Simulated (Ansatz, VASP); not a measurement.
# HfC: programs and potentials compared

The starting cell:

```
Hf C
1.0
     0.00000    2.32500    2.32500
     2.32500    0.00000    2.32500
     2.32500    2.32500    0.00000
Hf C
1 1
Direct
  0.50000 0.50000 0.50000
  0.00000 0.00000 0.00000
```

Alike in all runs: task relaxation of cell and atoms; functional RPBE; dispersion D4; k mesh 10 × 10 × 10; occupations fermi-dirac, width 0.05 eV; no spin polarisation; no spin-orbit coupling.

```tsv
program and potentials	plane-wave cutoff (eV)	notes	equilibrium volume (Å³/atom)
Ansatz, Ansatz PAW	420	potentials made for PBE, which Ansatz adapts in part; 15 valence electrons an atom on average	12.40
VASP, PBE PAW files C, Hf_pv, 600 eV	600	potentials made for PBE; 7 valence electrons an atom on average	12.36
Ansatz, all-electron LAPW, scalar-relativistic	-	-	12.41
```

The equilibrium volume spans 12.36 (VASP, PBE PAW files C, Hf_pv, 600 eV) to 12.41 Å³/atom (Ansatz, all-electron LAPW, scalar-relativistic), with all-electron results at 12.41. Some sets were made for another functional than the one run, which can shift their rows. Relaxations stop with a little pressure left, so the last digit of a volume isn't settled.

Differences between rows come from potentials, basis sets and numerical settings, since the functional is the same but for its coding. Runs on potential files found faulty are left out.

The three equilibrium volumes agree closely. The two Ansatz runs, at 12.40 and 12.41 Å³/atom, can't be told apart, while VASP lies slightly lower at 12.36 Å³/atom. Such a narrow spread is what the bonding would suggest: strong covalent overlap between Hf 5d and C 2p states, with some ionic and metallic character, makes HfC very stiff, so a small error in the pressure from a potential moves the volume very little.

The electron counts imply that the Ansatz potential treats the Hf 5s and 4f shells as valence, whereas Hf_pv keeps them in the core. The filled 4f shell takes little direct part in bonding, and a frozen core still carries its contracting effect on the atom, which probably explains why the smaller valence set does so well. The slight contraction in VASP may come from the frozen 5s and 4f shells or from the mismatch between potential and functional; these rows can't separate the two. The agreement supports the potentials for the volume near equilibrium, but doesn't test how well RPBE with D4 describes real HfC.
